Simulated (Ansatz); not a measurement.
# Si: relaxation by PAW and LAPW

Where does Si settle (atoms shaken by about 0.05 Å, then relaxed in the fixed cell), by PAW and LAPW? Both runs start alike, so that frozen cores can be judged against all electrons.

The COD entry's cell or inner coordinates are ideal or old and differ from later refinements, so a difference from it is no clean test against experiment.

Method: DFT LDA, scalar-relativistic, in Ansatz 0.2.0.

## Step 1: The system as given

Symmetry: P-1, No. 2, triclinic system. The conventional cell has a = 3.838 Å, b = 3.838 Å, c = 3.838 Å, α = 60.00°, β = 60.00°, γ = 60.00°. Si (site symmetry 1) is surrounded by 4 Si at 2.29 to 2.43 Å.

Cell or atoms stand a little off a more symmetric structure (Fd-3m at a tolerance of 0.3 Å), so results at this geometry aren't those of that ideal crystal.

Coordinates:

```
CELL_PARAMETERS angstrom
0.00000 2.71356 2.71356
2.71356 0.00000 2.71356
2.71356 2.71356 0.00000
ATOMIC_POSITIONS crystal
Si 0.74479 0.75596 0.73405
Si 0.49871 0.48495 0.50893
```

Atoms are numbered in the order of the input: Si1, Si2.

## Step 2: PAW on the default files

input.yaml reads:

```yaml
crystal:
  lattice:
    - [0.0, 2.71356, 2.71356]
    - [2.71356, 0.0, 2.71356]
    - [2.71356, 2.71356, 0.0]
  atoms:
    - { symbol: Si, position: [0.74479063, 0.75596142, 0.73405312] }
    - { symbol: Si, position: [0.49871124, 0.48495309, 0.50893199] }
kpoints:
  mp_grid: { grid: [7, 7, 7] }
scf:
  occupations: { method: fermi_dirac, width: 0.05 }
hamiltonian:
  xc: lda
  pseudopotentials: { kind: paw }
output:
  forces: true
  stress: true
  efg: { contact_densities: true }
relax:
  f_tol: 0.01
  max_steps: 80
```

The run is started by

```console
ansatz run input.yaml --threads 1 --pin off --max-ram 2048MiB --backend cpu --events-out ev --progress --plain --runs-dir out
```

## Step 3: Full-potential LAPW

input.yaml, as its differences from that of step 2:

```diff
@@ -14,3 +14,3 @@
   xc: lda
-  pseudopotentials: { kind: paw }
+  pseudopotentials: { kind: all_electron, lapw: { basis_error: 0.001 } }
 output:
@@ -18,3 +18,2 @@
   stress: true
-  efg: { contact_densities: true }
 relax:
```

Before running it: what results should come out? Wanted: PAW: energy gained; PAW: accepted moves; PAW: space group; LAPW: energy gained; LAPW: accepted moves; LAPW: space group.

The runs gave:

```
            quantity          value
  PAW: energy gained  26.5 meV/atom
 PAW: accepted moves              2
    PAW: space group    P-1 → Fd-3m
 LAPW: energy gained  26.5 meV/atom
LAPW: accepted moves              2
   LAPW: space group    P-1 → Fd-3m
```

**Reading.** By PAW the atoms settle in 2 moves, Si1 moving most (0.05 Å), and the energy falls by 26.5 meV/atom. PAW's energy gain differs from LAPW's by less than 0.1 meV/atom. The price, with the outputs that each input asks for: 41 s for LAPW against 9 s for PAW, about 5 to one.
